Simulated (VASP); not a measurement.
# BN (P6_3/mmc) in VASP: notebook

Aim: see how the results for BN move with the level of theory and the settings. Levels: PBE, LDA, TB-mBJ. Tasks: evGW0 quasiparticle levels, band structure.

Program: VASP 6.6.1. These are calculated values, not measurements. Logs are shortened: lines on timing, memory, paths and dates and some standing lists are left out, and cuts for length are marked.

## Step 1: Starting point

Symmetry: P6_3/mmc, No. 194, hexagonal system. Conventional cell: a = 2.498 Å, b = 2.498 Å, c = 6.636 Å, α = 90.00°, β = 90.00°, γ = 120.00°. N (site symmetry -6m2) has 3 B at 1.44 Å as nearest neighbours. B (site symmetry -6m2) is surrounded by 3 N at 1.44 Å.

## Step 2: EvGW0 quasiparticle levels, PBE

File POSCAR:

```
BN
1.0
    2.4982400000      0.0000000000      0.0000000000
   -1.2491200000      2.1635393048      0.0000000000
    0.0000000000      0.0000000000      6.6357000000
N B
2 2
Direct
    0.6666666667      0.3333333333      0.2500000000
    0.3333333333      0.6666666667      0.7500000000
    0.6666666667      0.3333333333      0.7500000000
    0.3333333333      0.6666666667      0.2500000000
```

File INCAR.step1:

```
SYSTEM = BN
ALGO     = Fast           ! electronic algorithm
EDIFF    = 1E-8           ! SCF threshold, eV
ENCUT    = 450            ! plane-wave cutoff, eV
GGA      = PE             ! functional
ISMEAR   = 0              ! smearing method
LASPH    = .True.         ! aspherical terms in the spheres
LCHARG   = .False.        ! write CHGCAR
LREAL    = .False.        ! projectors in reciprocal space
LWAVE    = .True.         ! write WAVECAR
NELM     = 80             ! most SCF steps
PREC     = Accurate       ! precision mode
SIGMA    = 0.01           ! smearing width, eV
```

File INCAR.step2:

```
SYSTEM = BN
ALGO     = Exact          ! electronic algorithm
EDIFF    = 1E-8           ! SCF threshold, eV
ENCUT    = 450            ! plane-wave cutoff, eV
GGA      = PE             ! functional
ISMEAR   = 0              ! smearing method
ISTART   = 1            
LASPH    = .True.         ! aspherical terms in the spheres
LCHARG   = .False.        ! write CHGCAR
LOPTICS  = .True.         ! frequency-dependent dielectric function
LREAL    = .False.        ! projectors in reciprocal space
LWAVE    = .True.         ! write WAVECAR
NBANDS   = 115            ! bands
NELM     = 1              ! most SCF steps
PREC     = Accurate       ! precision mode
SIGMA    = 0.01           ! smearing width, eV
```

File INCAR.step3:

```
SYSTEM = BN
ALGO     = EVGW0          ! electronic algorithm
EDIFF    = 1E-8           ! SCF threshold, eV
ENCUT    = 450            ! plane-wave cutoff, eV
ENCUTGW  = 120            ! cutoff of the response function
GGA      = PE             ! functional
ISMEAR   = 0              ! smearing method
ISTART   = 1            
LASPH    = .True.         ! aspherical terms in the spheres
LCHARG   = .False.        ! write CHGCAR
LREAL    = .False.        ! projectors in reciprocal space
LWAVE    = .False.        ! write WAVECAR
NBANDS   = 115            ! bands
NBANDSGW = 16           
NELMGW   = 4            
NOMEGA   = 50             ! frequency points
PREC     = Accurate       ! precision mode
PRECFOCK = Fast         
SIGMA    = 0.01           ! smearing width, eV
```

File KPOINTS:

```
k-points
0
Gamma
  6 6 2
  0 0 0
```

Potentials or basis: VASP PAW PBE potentials, release 64 (N_GW, B_GW).

Run with:

```
$ cat potpaw_PBE.64/N_GW/POTCAR potpaw_PBE.64/B_GW/POTCAR > POTCAR
$ cp INCAR.step1 INCAR
$ mpirun -np 1 vasp_std > vasp.out
$ cp INCAR.step2 INCAR
$ mpirun -np 1 vasp_std > vasp.out
$ cp INCAR.step3 INCAR
$ mpirun -np 1 vasp_std > vasp.out
```

OUTCAR:

```text
SYSTEM = BN
   EDIFF = 1E-8
   ENCUT = 450
   ENCUTGW = 120
   GGA = PE
   ISMEAR = 0
   ISTART = 1
   LASPH = .True.
   LREAL = .False.
   NELMGW = 4
   PREC = Accurate
   PRECFOCK = Fast

 ion  position               nearest neighbor table
   1  0.667  0.333  0.250-   4 1.44   4 1.44   4 1.44
   2  0.333  0.667  0.750-   3 1.44   3 1.44   3 1.44
   3  0.667  0.333  0.750-   2 1.44   2 1.44   2 1.44
   4  0.333  0.667  0.250-   1 1.44   1 1.44   1 1.44

  LATTYP: Found a hexagonal cell.
 ALAT       =     2.4982400000
 C/A-ratio  =     2.6561499296

  Lattice vectors:

 A1 = (   2.4982400000,   0.0000000000,   0.0000000000)
 A2 = (  -1.2491200000,   2.1635393048,   0.0000000000)
 A3 = (   0.0000000000,   0.0000000000,   6.6357000000)

Analysis of symmetry for initial positions (statically):
=====================================================================
 Subroutine PRICEL returns:
 Original cell was already a primitive cell.

 Routine SETGRP: Setting up the symmetry group for a
 hexagonal supercell.

 Subroutine GETGRP returns: Found 24 space group operations
 (whereof 12 operations were pure point group operations)
 out of a pool of 24 trial point group operations.

The static configuration has the point symmetry D_3d.
 The point group associated with its full space group is D_6h.

Analysis of symmetry for dynamics (positions and initial velocities):
=====================================================================
 Subroutine PRICEL returns:
 Original cell was already a primitive cell.

 Routine SETGRP: Setting up the symmetry group for a
 hexagonal supercell.

 Subroutine GETGRP returns: Found 24 space group operations
 (whereof 12 operations were pure point group operations)
 out of a pool of 24 trial point group operations.

The dynamic configuration has the point symmetry D_3d.
 The point group associated with its full space group is D_6h.

 Subroutine INISYM returns: Found 24 space group operations
 (whereof 12 operations are pure point group operations),
 and found     1 'primitive' translations

----------------------------------------------------------------------------------------

                                     Primitive cell

  volume of cell :      35.8662

  direct lattice vectors                    reciprocal lattice vectors
     2.498240000  0.000000000  0.000000000     0.400281798  0.231102804  0.000000000
    -1.249120000  2.163539305  0.000000000     0.000000000  0.462205608  0.000000000
     0.000000000  0.000000000  6.635700000     0.000000000  0.000000000  0.150700002

  length of vectors
     2.498240000  2.498240000  6.635700000     0.462205608  0.462205608  0.150700002

  position of ions in fractional coordinates (direct lattice)
     0.666666667  0.333333333  0.250000000
     0.333333333  0.666666667  0.750000000
     0.666666667  0.333333333  0.750000000
     0.333333333  0.666666667  0.250000000

  ion indices of the primitive-cell ions
   primitive index   ion index
                 1           1
                 2           2
                 3           3
                 4           4

----------------------------------------------------------------------------------------

 KPOINTS: k-points

Automatic generation of k-mesh.
 Grid dimensions read from file:
 generate k-points for:    6    6    2

 Generating k-lattice:

  Cartesian coordinates                     Fractional coordinates (reciprocal lattice)
     0.066713633  0.038517134  0.000000000     0.166666667 -0.000000000  0.000000000
     0.000000000  0.077034268  0.000000000     0.000000000  0.166666667  0.000000000
     0.000000000  0.000000000  0.075350001     0.000000000  0.000000000  0.500000000

  Length of vectors
     0.077034268  0.077034268  0.075350001

  Shift w.r.t. Gamma in fractional coordinates (k-lattice)
     0.000000000  0.000000000  0.000000000

 Subroutine IBZKPT returns following result:
 ===========================================

 Found     14 irreducible k-points:

 Following reciprocal coordinates:
            Coordinates               Weight
  0.000000  0.000000  0.000000      1.000000
  0.166667  0.000000  0.000000      6.000000
  0.333333  0.000000  0.000000      6.000000
  0.500000  0.000000  0.000000      3.000000
  0.166667  0.166667  0.000000      6.000000
  0.333333  0.166667  0.000000     12.000000
  0.333333  0.333333  0.000000      2.000000
  0.000000  0.000000  0.500000      1.000000
  0.166667  0.000000  0.500000      6.000000
  0.333333  0.000000  0.500000      6.000000
  0.500000  0.000000  0.500000      3.000000
  0.166667  0.166667  0.500000      6.000000
  0.333333  0.166667  0.500000     12.000000
  0.333333  0.333333  0.500000      2.000000
   k-points           NKPTS =     14   k-points in BZ     NKDIM =     72   number of bands    NBANDS=    115
   number of dos      NEDOS =    301   number of ions     NIONS =      4
   total plane-waves  NPLWV =  15552
   dimension x,y,z NGX =    18 NGY =   18 NGZ =   48
   dimension x,y,z NGXF=    36 NGYF=   36 NGZF=   96
   ions per type =               2   2
   NGX,Y,Z   is equivalent  to a cutoff of  11.98, 11.98, 12.03 a.u.
   NGXF,Y,Z  is equivalent  to a cutoff of  23.96, 23.96, 24.05 a.u.
 SYSTEM =  BN
   PREC   = accura    normal or accurate (medium, high low for compatibility)
   ISTART =      1    job   : 0-new  1-cont  2-samecut
   ICHARG =      0    charge: 1-file 2-atom 10-const
   ISPIN  =      1    spin polarized calculation?
   LNONCOLLINEAR =      F non collinear calculations
   LSORBIT =      F    spin-orbit coupling
   LASPH  =      T    aspherical Exc in radial PAW
   ENCUT  =  450.0 eV  33.07 Ry    5.75 a.u.   4.32  4.32 11.48*2*pi/ulx,y,z
   NELM   =     60;   NELMIN=  2; NELMDL=  0     # of ELM steps
   EDIFF  = 0.1E-07   stopping-criterion for ELM
   LREAL  =      F    real-space projection
   EDIFFG = 0.1E-06   stopping-criterion for IOM
   NSW    =      0    number of steps for IOM
   IBRION =     -1    ionic relax: 0-MD 1-quasi-New 2-CG
   NFREE  =      0    steps in history (QN), initial steepest desc. (CG)
   ISIF   =      0    stress and relaxation
   ISYM   =      3    0-nonsym 1-usesym 2-fastsym
   POTIM  = 0.5000    time-step for ionic-motion
   TEBEG  =    0.0;   TEEND  =   0.0 temperature during run
   PSTRESS=    0.0 pullay stress
   NELECT =      16.0000    total number of electrons
   NUPDOWN=      -1.0000    fix difference up-down
   EMIN   =  10.00;   EMAX   =-10.00  energy-range for DOS
   EFERMI =   0.00;   METHOD = LEGACY
   ISMEAR =     0;   SIGMA  =   0.01  broadening in eV -4-tet -1-fermi 0-gaus
   EFERMI_NEDOS =   21; number of points for ismear=-14 and -15
   IALGO  =     38    algorithm
   IMIX   =      4    mixing-type and parameters
     AMIX     =   0.40;   BMIX     =  1.00
     AMIX_MAG =   1.60;   BMIX_MAG =  1.00
  volume/ion in A,a.u.               =       8.97        60.51
  Fermi-wavevector in a.u.,A,eV,Ry     =   1.250891  2.363842 21.289433  1.564729
  Thomas-Fermi vector in A             =   2.384864
   LORBIT       =      0    0 simple, 1 ext, 2 COOP (PROOUT), +10 PAW based schemes
   GGA     = PE    functional components
   LHFCALC =     T    Hartree Fock is set to
   PRECFOCK=fast      Normal, Fast or Accurate (Low or Medium for compatibility)
   ENCUT4O =  -1.0   cutoff for four orbital integrals eV
   NKREDX  =     1    reduce k-point grid by
   NKREDY  =     1    reduce k-point grid by
   NKREDZ  =     1    reduce k-point grid by
   AEXX    =    1.0000 exact exchange contribution
   HFSCREEN=    0.0000 screening length (either q_TF or 0.3 A-1)
   HFSCREENC=   0.0000 screening length for correlation (either q_TF or 0.3 A-1)
   ENCUTFOCK=  -1.0 apply spherical cutoff to Coloumb kernel
   IVDW    =     0    specifies the selected vdW correction
   LEPSILON=     F    determine dielectric tensor
   LRPA    =     F    only Hartree local field effects (RPA)
   LRPAFORCE           =     F    calculate RPA forces
   ENCUTGW             = 120.0    cutoff for response function in eV
   ENCUTGWSOFT         =  96.0    soft cutoff for Coulomb kernel in GW response function in eV
   ENCUTLF             =  -1.0    cutoff for local field effects
   NELMGW              =     4    number of iterations in solving QP/BSE equation
   NELMHF              =     1    number of iterations in the inner HF iteration
   NKREDLFX            =     1    NKREDLFY  =   1   NKREDLFZ  =   1
 non-spin polarized calculation
 Gauss-broadening in eV      SIGMA  =   0.01
  energy-cutoff  :      450.00
  volume of cell :       35.87
 maximum number of plane-waves:       821
 NGX is ok and might be reduce to    18
  NGX = 10; NGY = 10; NGZ = 28
   NGX =  9   NGY =  9   NGZ = 23
 maximum number of plane-waves:       114
 NGX is ok and might be reduce to    10

 QP shifts <psi_nk| G(iteration)W_0 |psi_nk>: iteration 1
 for sc-GW calculations column KS-energies equals QP-energies in previous step
 and V_xc(KS)=  KS-energies - (<T + V_ion + V_H > + <T+V_H+V_ion>^1  + <V_x>^1)

 k-point   1 :       0.0000    0.0000    0.0000
  band No.  KS-energies  QP-energies   sigma(KS)   V_xc(KS)     V^pw_x(r,r')   Z            occupation Imag(sigma)

      1     -15.4985     -17.2999     -18.4385     -15.9580     -26.6447       0.7262       2.0000       1.3131
      2     -15.2033     -16.9816     -18.7317     -16.2916     -26.9041       0.7288       2.0000       1.2458
      3      -3.9017      -5.2327     -14.1820     -12.3593     -18.2676       0.7302       2.0000       0.3704
      4      -1.7747      -2.9077     -15.9378     -14.4176     -19.5586       0.7453       2.0000       0.2113
      5       1.0241       0.0864     -19.3606     -18.1790     -22.6547       0.7936       2.0000       0.1097
      6       1.0241       0.0864     -19.3606     -18.1790     -22.6547       0.7936       2.0000       0.1097
[... 8 lines left out ...]
     15      14.6951      15.9570     -12.6923     -14.3273      -7.0955       0.7718       0.0000      -0.2444
     16      15.4719      16.9424     -12.9264     -14.8938      -6.0890       0.7474       0.0000      -0.6750

 k-point   2 :       0.1667    0.0000    0.0000
  band No.  KS-energies  QP-energies   sigma(KS)   V_xc(KS)     V^pw_x(r,r')   Z            occupation Imag(sigma)

      1     -14.9587     -16.7560     -18.5540     -16.0962     -26.6060       0.7313       2.0000       1.2656
      2     -14.6826     -16.4532     -18.8306     -16.4139     -26.8545       0.7327       2.0000       1.2055
      3      -3.1577      -4.4639     -14.3140     -12.5406     -18.1297       0.7365       2.0000       0.3063
      4      -1.1081      -2.2057     -16.0642     -14.6066     -19.4585       0.7530       2.0000       0.1850
      5      -0.9574      -2.0923     -18.8376     -17.3790     -22.5093       0.7781       2.0000       0.1389
      6      -0.9174      -2.0445     -18.8588     -17.4141     -22.5150       0.7802       2.0000       0.1379
[... 8 lines left out ...]
     15      16.3019      17.9427     -12.6532     -14.7600      -7.1348       0.7788       0.0000      -0.2510
     16      16.3019      17.9427     -12.6532     -14.7600      -7.1348       0.7788       0.0000      -0.2510
[... 1054 lines left out ...]
      5      -4.5365      -4.5474     -18.1933      13.6425     -22.3623       0.7650       2.0000       0.1843
      6      -4.5365      -4.5474     -18.1933      13.6425     -22.3623       0.7650       2.0000       0.1843
[... 8 lines left out ...]
     15      19.8088      19.8113      -9.9338      29.7456      -4.4324       0.8010       0.0000      -0.3829
     16      19.8088      19.8113      -9.9338      29.7456      -4.4324       0.8010       0.0000      -0.3829

 k-point  14 :       0.3333    0.3333    0.5000
  band No. old QP-enery  QP-energies   sigma(KS)   T+V_ion+V_H  V^pw_x(r,r')   Z            occupation Imag(sigma)

      1     -13.7689     -13.7836     -19.7893       6.0017     -27.2029       0.7850       2.0000       1.0912
      2     -13.7689     -13.7836     -19.7893       6.0017     -27.2029       0.7850       2.0000       1.0912
      3      -7.2582      -7.2717     -17.3036      10.0271     -22.0376       0.7397       2.0000       0.3135
      4      -7.2582      -7.2717     -17.3036      10.0271     -22.0376       0.7397       2.0000       0.3135
      5      -6.6885      -6.7020     -17.7969      11.0900     -22.5495       0.7377       2.0000       0.2684
      6      -6.6885      -6.7020     -17.7969      11.0900     -22.5495       0.7377       2.0000       0.2684
[... 8 lines left out ...]
     15      21.4639      21.4658     -11.4212      32.8875      -5.8522       0.8008       0.0000      -0.3793
     16      21.4639      21.4658     -11.4212      32.8875      -5.8522       0.8008       0.0000      -0.3793
```

Wall time 6.9 min (1 thread of Intel Xeon Platinum 8375C at 2.90GHz (Ice Lake), shared host); peak memory 0.36 GiB.

Results:

```yaml
Band_gap_on_the_k_mesh_mean-field_level: 4.29 eV, indirect (least direct gap 4.67 eV)
Quasiparticle_gap: 6.07 eV
Least_direct_quasiparticle_gap: 6.57 eV
```

Levels at points of the mesh, in eV from the valence-band top:
```tsv
k point	band 4	band 5	band 6	band 7	band 8	band 9	band 10	band 11	band 12
(0.00, 0.00, 0.00)	-4.12	-1.32	-1.32	-1.29	-1.29	5.26	10.35	11.62	11.73
(0.50, 0.00, 0.00)	-8.87	-4.16	-4.09	-1.45	-0.44	4.29	5.67	9.60	10.03
(0.00, 0.00, 0.50)	-5.31	-1.31	-1.31	-1.31	-1.31	7.64	7.64	11.68	11.68
(0.50, 0.00, 0.50)	-8.91	-4.12	-4.12	-0.92	-0.92	4.76	4.76	9.99	9.99
```

Quasiparticle gap after each update of the energies (eV): 5.79, 6.03, 6.07, 6.07

Caveat: the k mesh is coarse (spacing up to 0.48 Å⁻¹), so the values aren't converged; bands, screening cutoff and mesh are small and nothing is extrapolated, so the quasiparticle values aren't converged.

## Step 3: Band structure, PBE

POSCAR is that of step 2.

File INCAR.step1:

```
SYSTEM = BN
ALGO = Fast ; EDIFF = 1E-6
ENCUT = 520 ; GGA = PE
ISIF = 2 ; ISMEAR = 0
LASPH = .True. ; LCHARG = .True.
LREAL = .False. ; LWAVE = .False.
NBANDS = 16 ; NELM = 60
PREC = Accurate ; SIGMA = 0.02
```

File KPOINTS.step1:

```
k-points
0
Gamma
  12 12 4
  0 0 0
```

File INCAR.step2:

```
SYSTEM = BN
ALGO = Fast ; EDIFF = 1E-6
ENCUT = 520 ; GGA = PE
ICHARG = 11 ; ISIF = 2
ISMEAR = 0 ; LASPH = .True.
LCHARG = .False. ; LREAL = .False.
LWAVE = .False. ; NBANDS = 16
NELM = 60 ; PREC = Accurate
SIGMA = 0.05
```

File KPOINTS.step2:

```
path GMKGALHA,LM,KH
15
line-mode
reciprocal
 0.0000000000  0.0000000000  0.0000000000  G
 0.5000000000  0.0000000000  0.0000000000  M

 0.5000000000  0.0000000000  0.0000000000  M
 0.3333333333  0.3333333333  0.0000000000  K

 0.3333333333  0.3333333333  0.0000000000  K
 0.0000000000  0.0000000000  0.0000000000  G

 0.0000000000  0.0000000000  0.0000000000  G
 0.0000000000  0.0000000000  0.5000000000  A

 0.0000000000  0.0000000000  0.5000000000  A
 0.5000000000  0.0000000000  0.5000000000  L

 0.5000000000  0.0000000000  0.5000000000  L
 0.3333333333  0.3333333333  0.5000000000  H

 0.3333333333  0.3333333333  0.5000000000  H
 0.0000000000  0.0000000000  0.5000000000  A

 0.5000000000  0.0000000000  0.5000000000  L
 0.5000000000  0.0000000000  0.0000000000  M

 0.3333333333  0.3333333333  0.0000000000  K
 0.3333333333  0.3333333333  0.5000000000  H
```

Potentials or basis: VASP PAW PBE potentials, release 64 (N, B).

Run with:

```
$ cat potpaw_PBE.64/N/POTCAR potpaw_PBE.64/B/POTCAR > POTCAR
$ cp INCAR.step1 INCAR
$ cp KPOINTS.step1 KPOINTS
$ mpirun -np 1 vasp_std > vasp.out
$ cp INCAR.step2 INCAR
$ cp KPOINTS.step2 KPOINTS
$ mpirun -np 1 vasp_std > vasp.out
```

It took 38 s on 1 thread of Intel Xeon 6975P-C (Granite Rapids), shared host; peak memory 0.18 GiB.

The run converged. Its results:

```
Band gap on the k mesh  : 4.29 eV, indirect (least direct gap 4.66 eV)
Band gap along the path : 4.24 eV, indirect (least direct gap 4.66 eV)
```

Levels at the corners of the path, in eV from the valence-band top:
```
point  band 4  band 5  band 6  band 7  band 8  band 9  band 10  band 11  band 12  band 13
    Γ   -4.17   -1.37   -1.37   -1.33   -1.33    5.22    10.31    11.56    11.56    11.69
    M   -8.91   -4.20   -4.13   -1.49   -0.48    4.24     5.62     9.56     9.99    12.71
    M   -8.91   -4.20   -4.13   -1.49   -0.48    4.24     5.62     9.56     9.99    12.71
    K   -7.89   -7.19   -7.19   -0.12   -0.12    4.83     4.83    10.76    13.24    13.24
    K   -7.89   -7.19   -7.19   -0.12   -0.12    4.83     4.83    10.76    13.24    13.24
    Γ   -4.17   -1.37   -1.37   -1.33   -1.33    5.22    10.31    11.56    11.56    11.69
    Γ   -4.17   -1.37   -1.37   -1.33   -1.33    5.22    10.31    11.56    11.56    11.69
    A   -5.35   -1.35   -1.35   -1.35   -1.35    7.60     7.60    11.62    11.62    11.62
    A   -5.35   -1.35   -1.35   -1.35   -1.35    7.60     7.60    11.62    11.62    11.62
    L   -8.95   -4.16   -4.16   -0.97   -0.97    4.71     4.71     9.95     9.95    13.59
    L   -8.95   -4.16   -4.16   -0.97   -0.97    4.71     4.71     9.95     9.95    13.59
    H   -7.97   -7.20   -7.20   -0.04   -0.04    4.62     4.62    11.99    11.99    13.92
    H   -7.97   -7.20   -7.20   -0.04   -0.04    4.62     4.62    11.99    11.99    13.92
    A   -5.35   -1.35   -1.35   -1.35   -1.35    7.60     7.60    11.62    11.62    11.62
    L   -8.95   -4.16   -4.16   -0.97   -0.97    4.71     4.71     9.95     9.95    13.59
    M   -8.91   -4.20   -4.13   -1.49   -0.48    4.24     5.62     9.56     9.99    12.71
    K   -7.89   -7.19   -7.19   -0.12   -0.12    4.83     4.83    10.76    13.24    13.24
    H   -7.97   -7.20   -7.20   -0.04   -0.04    4.62     4.62    11.99    11.99    13.92
```

Caveat: the log is that of the step along the path at fixed density, whose energy, stress, charges and moments have no meaning.

(Part 1 of 2 ends here.)
